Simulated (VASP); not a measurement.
Runs of VASP 6.6.1 on BaS. Symmetry: Fm-3m, No. 225, cubic system. Conventional cell: a = 6.388 Å, b = 6.388 Å, c = 6.388 Å, α = 90.00°, β = 90.00°, γ = 90.00°. Ba (site symmetry m-3m) is surrounded by 6 S at 3.19 Å. S (site symmetry m-3m) has 6 Ba at 3.19 Å as nearest neighbours. 

| task | level | potentials or basis | cell | cutoff (eV) | smearing | gap on the mesh (eV) | pressure (GPa) | relaxed volume (Å³/atom) |
| --- | --- | --- | --- | --- | --- | --- | --- | --- |
| relaxation of cell and atoms | AM05 | VASP PAW PBE potentials, release 64 (Ba_sv, S) | relaxed | 600 | fermi-dirac 0.05 eV | 2.15 | 0.0 | 32.72 |
| single point | PBE | VASP PAW PBE potentials, release 64 (Ba_sv, S) | as given | 520 | gaussian 0.011 eV | 2.17 | 1.4 | - |
| band structure | PBE | VASP PAW PBE potentials, release 64 (Ba_sv_GW, S_GW) | as given | 550 | fermi-dirac 0.05 eV | (a) | (d) | - |
| relaxation of cell and atoms | PBE | VASP PAW PBE potentials, release 64 (Ba_sv, S) | relaxed | 580 | fermi-dirac 0.05 eV | 2.22 | 0.0 | 33.65 |
| relaxation of cell and atoms | PW91 | VASP PAW PBE potentials, release 64 (Ba_sv, S) | relaxed | 600 | fermi-dirac 0.05 eV | (b) | 0.0 | 33.55 |
| band structure | AM05 | VASP PAW PBE potentials, release 64 (Ba_sv, S) | as given | 520 | fermi-dirac 0.05 eV | 2.14 | - | - |
| band structure | PBE | VASP PAW PBE potentials, release 64 (Ba_sv, S) | as given | 500 | fermi-dirac 0.05 eV | 2.17 | - | - |
| relaxation of cell and atoms | PBE | VASP PAW PBE potentials, release 64 (Ba_sv_GW, S_GW) | relaxed | 630 | fermi-dirac 0.05 eV | (c) | 0.0 | 33.19 |

Alike in all rows: no spin polarisation; k mesh 7 × 7 × 7.

**Question.** Fill in the values left out.

**Answer.** (a) 2.26; (b) 2.20; (c) 2.29; (d) 0.8.

Caveats: spin-orbit coupling is left out, which moves the levels of the heavy elements; an odd mesh through Γ misses points on the zone boundary, where band edges often lie (some runs); the PAW data sets were made with another functional, which shifts forces and pressure a little (some runs).

A k mesh can miss the band edges, and the runs leave out spin-orbit coupling on Ba.
